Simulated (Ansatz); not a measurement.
# C: molecular dynamics

The plan is to heat the crystal hard, then quench it. Runs: 120 steps of 0.75 fs under a Langevin thermostat at 3500 K; 149 steps of 0.75 fs under a Langevin thermostat, set from 2800 K to 300 K by a schedule. The start is the crystal (diamond), its volume scaled by 1.05.

Program: Ansatz 0.2.0. Level of theory: DFT PBE+D3(BJ), plane waves, PAW, scalar-relativistic, no spin polarisation. These are calculated values, not measurements.

### Step 1. The starting structure

The cell holds 16 atoms (C16): a = 5.132 Å, b = 5.132 Å, c = 5.132 Å, α = 60.00°, β = 60.00°, γ = 60.00°.

Coordinates:

```cif
data_structure
_symmetry_space_group_name_H-M 'P 1'
_symmetry_Int_Tables_number 1
_cell_length_a 5.1315
_cell_length_b 5.1315
_cell_length_c 5.1315
_cell_angle_alpha 60.000
_cell_angle_beta 60.000
_cell_angle_gamma 60.000
_cell_volume 95.55
loop_
_atom_site_label
_atom_site_type_symbol
_atom_site_fract_x
_atom_site_fract_y
_atom_site_fract_z
_atom_site_occupancy
C1 C 0.00000 0.00000 0.00000 1
C2 C 0.12500 0.12500 0.12500 1
C3 C 0.00000 0.00000 0.50000 1
C4 C 0.12500 0.12500 0.62500 1
C5 C 0.00000 0.50000 0.00000 1
C6 C 0.12500 0.62500 0.12500 1
C7 C 0.00000 0.50000 0.50000 1
C8 C 0.12500 0.62500 0.62500 1
C9 C 0.50000 0.00000 0.00000 1
C10 C 0.62500 0.12500 0.12500 1
C11 C 0.50000 0.00000 0.50000 1
C12 C 0.62500 0.12500 0.62500 1
C13 C 0.50000 0.50000 0.00000 1
C14 C 0.62500 0.62500 0.12500 1
C15 C 0.50000 0.50000 0.50000 1
C16 C 0.62500 0.62500 0.62500 1
```

### Step 2. Run 1

120 steps of 0.75 fs under a Langevin thermostat at 3500 K.

The input, input.yaml:

```yaml
crystal:
  lattice:
    - [0.0, 3.628535, 3.628535]
    - [3.628535, 0.0, 3.628535]
    - [3.628535, 3.628535, 0.0]
  atoms:
    - { symbol: C, position: [0.0, 0.0, 0.0] }
    - { symbol: C, position: [0.125, 0.125, 0.125] }
    - { symbol: C, position: [0.0, 0.0, 0.5] }
    - { symbol: C, position: [0.125, 0.125, 0.625] }
    - { symbol: C, position: [0.0, 0.5, 0.0] }
    - { symbol: C, position: [0.125, 0.625, 0.125] }
    - { symbol: C, position: [0.0, 0.5, 0.5] }
    - { symbol: C, position: [0.125, 0.625, 0.625] }
    - { symbol: C, position: [0.5, 0.0, 0.0] }
    - { symbol: C, position: [0.625, 0.125, 0.125] }
    - { symbol: C, position: [0.5, 0.0, 0.5] }
    - { symbol: C, position: [0.625, 0.125, 0.625] }
    - { symbol: C, position: [0.5, 0.5, 0.0] }
    - { symbol: C, position: [0.625, 0.625, 0.125] }
    - { symbol: C, position: [0.5, 0.5, 0.5] }
    - { symbol: C, position: [0.625, 0.625, 0.625] }
basis:
  ecutwfc: 420.0
kpoints:
  mp_grid: { grid: [3, 3, 3] }
hamiltonian:
  xc: pbe
  dispersion: d3bj
scf:
  occupations: { method: fermi_dirac, width: 0.3 }
  lower_state_search: "off"
md:
  timestep: 0.75
  n_steps: 120
  ensemble: nvt_langevin
  temperature: 3500.0
  initial_velocities: maxwell_boltzmann
  seed: 868878
  friction: 0.02
```

Run with:

```
ansatz run input.yaml --threads 1 --pin off --max-ram 3072MiB --backend cpu --events-out ev --progress --plain --runs-dir out
```

Log (excerpt; [...] marks lines left out):

```text
Warning: md: disabling space-group detection — thermal motion breaks the input geometry's symmetry, so no spatial operation reduces the k-mesh or symmetrises the density; time reversal is kept, so that k and −k are solved as one point where they differ and the mesh holds both, and exact [...]
Warning: RAYON_NUM_THREADS=1 ignored (pool sized by the plan → 1); use --threads N
band count auto-derived: 51 (N_el = 64.0; filled up to band 32; 48 by the electrons, moments and atoms)
[...]
Pseudopotentials: kind: paw
Pseudopotential: C, paw, valence charge 4, recommended cutoff 420 eV (normal), C.paw.azcp
Functional definition: PBE
[...]
Crystal: 16 atoms, lattice volume = 95.549 Å³
Basis set: ecut = 420 eV, 1893 PW (Γ), exchange–correlation on 72×72×72 points (8 copies of the dense FFT grid, shifted against one another)
Bands: 51, of which v1, the nominal top of the filled ones, is band 32 counted from 1 (31 counted from 0)
Symmetry: 1 space group operations
k-points: 14 of 27 (time reversal used)
[...]
SCF iter   1: F=—  HF=-4015.494191 eV  |F-HF|=—  |Δ(HF+E_count)|=         —  Δρ=2.63e-3  dr2=3.96e-3  ethr=1.77e-3  ⟨swp⟩=7.2  Hψ=3243  notcnv=0
[...]
md step     0: t =     0.00 fs  T =  3281.2 K  F+E_penalty+E_count = -4015.49325374 eV  E_kin = 6.786150 eV  (6 SCF iters)
[...]
md step     4: t =     3.00 fs  T =  2694.7 K  F+E_penalty+E_count = -4013.85128100 eV  E_kin = 5.573142 eV  (7 SCF iters)
[...]
md step     8: t =     6.00 fs  T =  1358.2 K  F+E_penalty+E_count = -4011.21038390 eV  E_kin = 2.809048 eV  (5 SCF iters)
[...]
md step    12: t =     9.00 fs  T =  1185.4 K  F+E_penalty+E_count = -4010.28472068 eV  E_kin = 2.451668 eV  (5 SCF iters)
[...]
md step    16: t =    12.00 fs  T =  1641.6 K  F+E_penalty+E_count = -4010.37597161 eV  E_kin = 3.395035 eV  (6 SCF iters)
md step    17: t =    12.75 fs  T =  1644.8 K  F+E_penalty+E_count = -4010.32887142 eV  E_kin = 3.401644 eV  (5 SCF iters)
```

### Step 3. The log goes on: dynamics from the start

The log, continued (excerpt; [...] marks lines left out):

```text
md step    18: t =    13.50 fs  T =  1796.5 K  F+E_penalty+E_count = -4010.25260804 eV  E_kin = 3.715414 eV  (5 SCF iters)
[...]
md step    37: t =    27.75 fs  T =  2963.6 K  F+E_penalty+E_count = -4011.31579859 eV  E_kin = 6.129252 eV  (6 SCF iters)
[...]
md step    56: t =    42.00 fs  T =  2804.2 K  F+E_penalty+E_count = -4009.22259497 eV  E_kin = 5.799549 eV  (5 SCF iters)
[...]
md step    75: t =    56.25 fs  T =  2590.3 K  F+E_penalty+E_count = -4008.63739044 eV  E_kin = 5.357244 eV  (6 SCF iters)
[...]
md step   119: t =    89.25 fs  T =  3796.3 K  F+E_penalty+E_count = -4010.50232855 eV  E_kin = 7.851406 eV  (6 SCF iters)
[...]
md step   120: t =    90.00 fs  T =  3840.7 K  F+E_penalty+E_count = -4010.76629787 eV  E_kin = 7.943168 eV  (7 SCF iters)
SCF converged after 7 iterations
Free energy (F): -4010.766298 eV
[...]
E sigma→0 (E₀):  -4010.758458 eV
Entropy (-TS):   -0.015679 eV (-0.980 meV/atom)
Fermi energy:    14.405164 eV
[...]
--- Forces (eV/Å), atoms counted from 1 ---
  atom   1  C      1.07604738    -8.07125081    -3.73109330
  atom   2  C      0.88595874     3.24110262     3.47734791
  atom   3  C      0.91409003    -0.66195273     2.64836224
  atom   4  C     -0.23037553     2.60585981     3.79225281
  atom   5  C     -0.90570397    -2.18588370     3.89308818
  atom   6  C      1.89571523     4.39333997    -3.33432042
  atom   7  C     -4.57274011     5.22114608     1.47846296
  atom   8  C     -3.34068708    -0.38765394    -3.35238720
[...]
--- MD trajectory: 120 steps, t = 0.0 → 90.0 fs ---
  final state: T = 3840.7 K   F+E_penalty+E_count = -4010.76629787 eV   E_kin = 7.943168 eV
```

It took 11 min on 1 thread of Arm Neoverse V1, shared host; peak memory 0.39 GiB.

### Step 4. The trajectory

The trajectory, every 5 steps (energies from step 0); msd is the mean square displacement from the start, the centre of mass held:

```
time (fs)  T (K)  potential energy change (meV/atom)  msd C (Å²)
      0.0   3281                                 0.0       0.000
      3.8   2349                               149.3       0.008
      7.5   1059                               311.8       0.021
     11.2   1685                               319.0       0.030
     15.0   1778                               344.2       0.035
     18.8   1926                               392.8       0.035
     22.5   2581                               342.1       0.029
     26.2   3065                               269.2       0.022
     30.0   3015                               280.1       0.022
     33.8   2695                               361.0       0.026
     37.5   2692                               412.0       0.030
     41.2   2876                               398.0       0.029
     45.0   3466                               345.1       0.029
     48.8   2902                               387.6       0.032
     52.5   2223                               463.6       0.037
     56.2   2590                               428.5       0.036
     60.0   2792                               391.7       0.032
     63.8   3244                               420.7       0.027
     67.5   3143                               423.8       0.024
     71.2   3482                               326.0       0.020
     75.0   3358                               328.0       0.022
     78.8   2575                               433.3       0.029
     82.5   2138                               488.0       0.034
     86.2   2408                               417.4       0.030
     90.0   3841                               295.4       0.022
```

time (fs), T (K) and a bar:
```
      0.0       3281 ########################
      3.8       2349 ##############
      7.5       1059 
     12.0       1642 ######
     15.8       1672 #######
     19.5       1906 #########
     23.2       2579 ################
     27.8       2964 #####################
     31.5       2981 #####################
     35.2       2548 ################
     39.0       2523 ################
     42.8       2808 ###################
     47.2       3373 #########################
     51.0       2387 ##############
     54.8       2300 #############
     58.5       3002 #####################
     62.2       3280 ########################
     66.8       2999 #####################
     70.5       3417 #########################
     74.2       3307 ########################
     78.0       2549 ################
     82.5       2138 ############
     86.2       2408 ###############
     90.0       3841 ##############################
```

### Step 5. Positions and forces

Extended XYZ, with forces in eV/Å:

```xyz
16
Lattice="0.000 3.629 3.629 3.629 0.000 3.629 3.629 3.629 0.000" Properties=species:S:1:pos:R:3:forces:R:3 pbc="T T T" time_fs=15.0 T=1778 dE=5.5079
C    -0.220    0.043   -0.055    2.099    0.025    3.988
C     0.822    0.987    0.871    1.217   -2.845    0.370
C     1.899    1.535   -0.064   -1.935    7.399    0.702
C     2.634    2.697    0.948    0.485   -1.177   -1.397
C     1.749    0.053    1.804    0.134   -1.743   -2.724
C     2.637    0.942    2.577    0.223    0.094    4.529
C     3.639    1.700    1.776   -0.190    2.998   -2.430
C     4.587    2.494    2.627    0.494    3.861    1.905
C     0.055    1.971    1.849   -1.277   -1.910   -2.479
C     0.779    2.781    2.918    3.127    0.978   -4.571
C     1.761    3.614    1.931    1.958    0.691   -4.419
C     2.872    4.527    2.571   -2.417   -2.377    3.924
C     1.850    1.963    3.654   -0.383   -1.825    0.175
C     2.829    2.924    4.496   -2.274   -3.753    0.567
C     3.761    3.541    3.497    0.556    2.777    0.926
C     4.649    4.598    4.482   -1.816   -3.192    0.935
16
Lattice="0.000 3.629 3.629 3.629 0.000 3.629 3.629 3.629 0.000" Properties=species:S:1:pos:R:3:forces:R:3 pbc="T T T" time_fs=30.0 T=3015 dE=4.4817
C    -0.126    0.043    0.005    1.656   -3.685   -1.117
C     0.723    0.944    0.819    3.088    0.122    1.244
C     1.753    1.951   -0.032   -0.525   -3.896   -0.180
C     2.609    2.606    0.987    2.798    4.080   -1.863
C     1.737    0.034    1.609    3.093    1.533    1.110
C     2.734    0.904    2.725   -1.006    0.503   -3.336
C     3.693    1.798    1.742   -1.631   -0.198    1.939
C     4.611    2.885    2.541   -2.752   -4.705    3.198
C    -0.115    1.654    1.833    1.135    6.474    0.111
C     0.806    2.722    2.766    1.158   -1.972   -1.316
C     1.849    3.645    1.839   -2.762   -4.184    2.698
C     2.698    4.461    2.858   -1.002    3.992   -4.685
C     1.850    1.719    3.603   -1.980    3.805   -0.257
C     2.697    2.749    4.415    0.249   -2.423    1.986
C     3.715    3.694    3.575   -1.638   -3.845    1.170
C     4.592    4.421    4.548    0.120    4.399   -0.702
16
Lattice="0.000 3.629 3.629 3.629 0.000 3.629 3.629 3.629 0.000" Properties=species:S:1:pos:R:3:forces:R:3 pbc="T T T" time_fs=45.0 T=3466 dE=5.5220
C     0.133   -0.109   -0.030   -4.735    5.884    1.755
C     0.988    0.912    0.928   -0.959   -1.550   -3.058
C     1.719    1.884   -0.052    0.555    1.925    0.573
C     2.680    2.907    0.907   -1.653   -3.731   -1.286
C     1.886   -0.093    1.655   -2.038    0.656    2.997
C     2.732    0.869    2.575   -1.408   -1.684    1.891
C     3.442    1.933    1.796    3.751   -1.346   -1.332
C     4.371    2.781    2.643    2.563    0.032    1.920
C    -0.010    1.780    1.786    0.991   -1.017   -0.473
C     0.956    2.720    2.724   -2.620   -1.553   -1.336
C     1.681    3.683    1.903    3.425    3.826   -4.884
C     2.604    4.715    2.642    0.588   -5.411    3.970
C     1.725    1.729    3.502    2.789   -2.149    2.726
C     2.726    2.417    4.418   -0.997    8.439    0.012
C     3.471    3.573    3.615    2.577    2.335   -0.921
C     4.466    4.678    4.596   -2.830   -4.655   -2.555
16
Lattice="0.000 3.629 3.629 3.629 0.000 3.629 3.629 3.629 0.000" Properties=species:S:1:pos:R:3:forces:R:3 pbc="T T T" time_fs=60.0 T=2792 dE=6.2665
C    -0.055    0.149   -0.105    1.715   -6.018    1.158
C     0.951    0.801    0.871   -1.861    3.470    0.448
C     1.809    1.856   -0.044   -2.992   -1.607   -0.738
C     2.483    2.919    0.735    4.742   -1.202    3.031
C     1.688   -0.146    1.834    3.870    1.796   -2.540
C     2.745    0.857    2.565   -3.033    1.928   -0.302
C     3.498    1.869    1.582   -0.510    0.406    2.610
C     4.401    2.618    2.724    0.298    1.977   -3.146
C     0.124    1.766    1.767   -3.399    2.818    1.359
C     0.847    2.707    2.776    2.544    0.178   -3.732
C     1.686    3.872    1.673   -0.597   -5.532    1.585
C     2.641    4.562    2.663    1.009    1.606   -2.379
C     1.898    1.616    3.529   -3.481    7.949    0.245
C     2.796    2.818    4.564   -2.418   -6.234   -1.074
C     3.513    3.668    3.534   -0.374   -2.535    0.026
C     4.346    4.591    4.302    4.487    1.000    3.448
16
Lattice="0.000 3.629 3.629 3.629 0.000 3.629 3.629 3.629 0.000" Properties=species:S:1:pos:R:3:forces:R:3 pbc="T T T" time_fs=75.0 T=3358 dE=5.2472
C    -0.121   -0.117   -0.055    1.500    8.024   -1.097
C     0.742    1.036    0.931    2.934   -4.723   -3.191
C     1.717    1.714   -0.079    1.381    2.102   -1.430
C     2.763    2.620    0.809   -4.789    0.557   -1.515
C     1.770    0.070    1.681    0.181    1.882    0.936
C     2.646    1.142    2.679    0.103   -6.438   -1.552
C     3.646    1.824    1.683   -0.834   -1.886    0.530
C     4.547    2.714    2.425   -0.082    0.214    6.732
C    -0.102    1.880    1.857    0.527   -0.069   -3.950
C     0.875    2.881    2.576   -3.652   -3.959    3.619
C     1.706    3.566    1.615    5.546    2.732    1.419
C     2.677    4.543    2.586   -1.539   -2.726    3.339
C     1.661    1.955    3.533    4.715   -2.303   -0.108
C     2.699    2.735    4.454   -1.625    1.736    0.062
C     3.635    3.488    3.520   -0.122    4.019   -2.212
C     4.581    4.489    4.398   -4.243    0.838   -1.581
16
Lattice="0.000 3.629 3.629 3.629 0.000 3.629 3.629 3.629 0.000" Properties=species:S:1:pos:R:3:forces:R:3 pbc="T T T" time_fs=90.0 T=3841 dE=4.7270
C    -0.150    0.151   -0.017    1.076   -8.071   -3.731
C     0.826    0.928    0.678    0.886    3.241    3.477
C     1.808    1.797   -0.228    0.914   -0.662    2.648
C     2.732    2.593    0.723   -0.230    2.606    3.792
C     1.818    0.108    1.529   -0.906   -2.186    3.893
C     2.603    0.848    2.667    1.896    4.393   -3.334
C     3.742    1.659    1.694   -4.573    5.221    1.478
C     4.660    2.737    2.571   -3.341   -0.388   -3.352
C    -0.104    1.822    1.632    1.362    1.323    1.440
C     0.757    2.696    2.669    2.032    0.981   -2.779
C     1.844    3.563    1.726   -2.904   -2.342   -0.911
C     2.667    4.387    2.648    1.450    4.642   -4.598
C     1.770    1.876    3.483   -0.890   -0.264    0.935
C     2.719    2.889    4.319    0.399   -4.902    0.457
C     3.712    3.680    3.409   -0.534   -2.268    2.813
C     4.535    4.515    4.456    3.361   -1.324   -2.229
```

On run 1: Against a set 3500 K the second half averages 2903 K with a spread of 484 K (in equilibrium 16 atoms would scatter by about 714 K, over a far longer run); 400 meV/atom has gone into potential energy, and a thermostat that acts over some 50 fs has not made it up in 90 fs. Counted from the crystal's sites, with the common drift removed, the atoms stand 0.17 Å away over the last tenth of the run (root mean square), 11 % of the neighbour distance: near the range, 10 to 20 % and a little above, in which crystals usually melt.

### Step 6. Run 2

149 steps of 0.75 fs under a Langevin thermostat, set from 2800 K to 300 K by a schedule, starting from the last frame of an earlier run, with new velocities.

The input, input.yaml:

```yaml
crystal:
  lattice:
    - [0.0, 3.628535, 3.628535]
    - [3.628535, 0.0, 3.628535]
    - [3.628535, 3.628535, 0.0]
  atoms:
    - { symbol: C, position: [0.03916201, -0.0438696, 0.00251133] }
    - { symbol: C, position: [0.1075653, 0.07931663, 0.14819418] }
    - { symbol: C, position: [-0.03288629, -0.03005542, 0.52818006] }
    - { symbol: C, position: [0.08043555, 0.118791, 0.63411388] }
    - { symbol: C, position: [-0.02490824, 0.44636425, 0.05466618] }
    - { symbol: C, position: [0.12568708, 0.6093283, 0.10812504] }
    - { symbol: C, position: [-0.05375697, 0.52049841, 0.51087236] }
    - { symbol: C, position: [0.08923931, 0.61941741, 0.66494977] }
    - { symbol: C, position: [0.49041525, -0.04059874, 0.01183072] }
    - { symbol: C, position: [0.6350171, 0.10047794, 0.10800878] }
    - { symbol: C, position: [0.47470168, 0.00101542, 0.50726331] }
    - { symbol: C, position: [0.60192811, 0.1278186, 0.60720077] }
    - { symbol: C, position: [0.49449585, 0.46526557, 0.02240632] }
    - { symbol: C, position: [0.61866987, 0.57176351, 0.17757448] }
    - { symbol: C, position: [0.46543672, 0.47418678, 0.5488563] }
    - { symbol: C, position: [0.61113282, 0.61689084, 0.63306378] }
basis:
  ecutwfc: 420.0
kpoints:
  mp_grid: { grid: [3, 3, 3] }
hamiltonian:
  xc: pbe
  dispersion: d3bj
scf:
  occupations: { method: fermi_dirac, width: 0.3 }
  lower_state_search: "off"
md:
  timestep: 0.75
  n_steps: 149
  ensemble: nvt_langevin
  temperature: 2800.0
  initial_velocities: maxwell_boltzmann
  seed: 815855
  friction: 0.02
  temperature_schedule:
    - { n_steps: 112, end_temperature: 300.0 }
    - { n_steps: 37, end_temperature: 300.0 }
```

Run with:

```
ansatz run input.yaml --threads 1 --pin off --max-ram 3072MiB --backend cpu --events-out ev --progress --plain --runs-dir out
```

Log (excerpt; [...] marks lines left out):

```text
Warning: md: disabling space-group detection — thermal motion breaks the input geometry's symmetry, so no spatial operation reduces the k-mesh or symmetrises the density; time reversal is kept, so that k and −k are solved as one point where they differ and the mesh holds both, and exact [...]
Warning: RAYON_NUM_THREADS=1 ignored (pool sized by the plan → 1); use --threads N
band count auto-derived: 51 (N_el = 64.0; filled up to band 32; 48 by the electrons, moments and atoms)
[...]
Pseudopotentials: kind: paw
Pseudopotential: C, paw, valence charge 4, recommended cutoff 420 eV (normal), C.paw.azcp
Functional definition: PBE
[...]
Crystal: 16 atoms, lattice volume = 95.549 Å³
Basis set: ecut = 420 eV, 1893 PW (Γ), exchange–correlation on 72×72×72 points (8 copies of the dense FFT grid, shifted against one another)
Bands: 51, of which v1, the nominal top of the filled ones, is band 32 counted from 1 (31 counted from 0)
Symmetry: 1 space group operations
k-points: 14 of 27 (time reversal used)
[...]
SCF iter   1: F=—  HF=-4010.768844 eV  |F-HF|=—  |Δ(HF+E_count)|=         —  Δρ=5.27e-3  dr2=1.63e-2  ethr=1.77e-3  ⟨swp⟩=6.4  Hψ=3190  notcnv=0
[...]
md step     0: t =     0.00 fs  T =  2625.0 K (target 2800.0 K)  F+E_penalty+E_count = -4010.76629761 eV  E_kin = 5.428920 eV  (7 SCF iters)
[...]
md step     5: t =     3.75 fs  T =  2703.1 K (target 2699.6 K)  F+E_penalty+E_count = -4010.46380104 eV  E_kin = 5.590366 eV  (5 SCF iters)
[...]
md step    10: t =     7.50 fs  T =  2256.7 K (target 2587.9 K)  F+E_penalty+E_count = -4009.43356464 eV  E_kin = 4.667186 eV  (7 SCF iters)
[...]
md step    15: t =    11.25 fs  T =  3211.0 K (target 2476.3 K)  F+E_penalty+E_count = -4010.64448438 eV  E_kin = 6.640803 eV  (5 SCF iters)
[...]
md step    20: t =    15.00 fs  T =  3056.9 K (target 2364.7 K)  F+E_penalty+E_count = -4011.03242602 eV  E_kin = 6.322174 eV  (7 SCF iters)
md step    21: t =    15.75 fs  T =  3071.2 K (target 2342.4 K)  F+E_penalty+E_count = -4010.90620962 eV  E_kin = 6.351793 eV  (5 SCF iters)
```

### Step 7. The output, continued: dynamics from the last frame of the run before

Output, continued (excerpt; [...] marks lines left out):

```text
md step    22: t =    16.50 fs  T =  3007.2 K (target 2320.1 K)  F+E_penalty+E_count = -4010.70714505 eV  E_kin = 6.219285 eV  (5 SCF iters)
[...]
md step    39: t =    29.25 fs  T =  2519.1 K (target 1940.6 K)  F+E_penalty+E_count = -4011.19863841 eV  E_kin = 5.209812 eV  (5 SCF iters)
[...]
md step    56: t =    42.00 fs  T =  1873.7 K (target 1561.2 K)  F+E_penalty+E_count = -4011.40121558 eV  E_kin = 3.875090 eV  (5 SCF iters)
[...]
md step    73: t =    54.75 fs  T =  1816.4 K (target 1181.7 K)  F+E_penalty+E_count = -4011.28759035 eV  E_kin = 3.756527 eV  (5 SCF iters)
[...]
md step   148: t =   111.00 fs  T =  1058.9 K (target 300.0 K)  F+E_penalty+E_count = -4014.08796793 eV  E_kin = 2.189890 eV  (4 SCF iters)
[...]
md step   149: t =   111.75 fs  T =  1004.4 K (target 300.0 K)  F+E_penalty+E_count = -4014.09827001 eV  E_kin = 2.077203 eV  (6 SCF iters)
SCF converged after 6 iterations
Free energy (F): -4014.098270 eV
[...]
E sigma→0 (E₀):  -4014.096266 eV
Entropy (-TS):   -0.004009 eV (-0.251 meV/atom)
Fermi energy:    14.308271 eV
[...]
--- Forces (eV/Å), atoms counted from 1 ---
  atom   1  C     -0.83952193    -2.45583993    -0.30265172
  atom   2  C      2.79904917    -0.41016296    -1.64261162
  atom   3  C      1.67596938     0.74623754    -0.30235172
  atom   4  C     -0.42010833     0.98047027    -0.39113495
  atom   5  C      1.85465438    -1.17518268     0.29695088
  atom   6  C      0.12910113    -0.05231362    -2.26482798
  atom   7  C      1.36539947     1.53115512    -1.51988889
  atom   8  C      0.89141904    -0.77818975     0.36553850
[...]
--- MD trajectory: 149 steps, t = 0.0 → 111.8 fs ---
  final state: T = 1004.4 K   F+E_penalty+E_count = -4014.09827001 eV   E_kin = 2.077203 eV
```

It took 13 min on 1 thread of Arm Neoverse V1, shared host; peak memory 0.39 GiB.

(Part 1 of 2 ends here.)
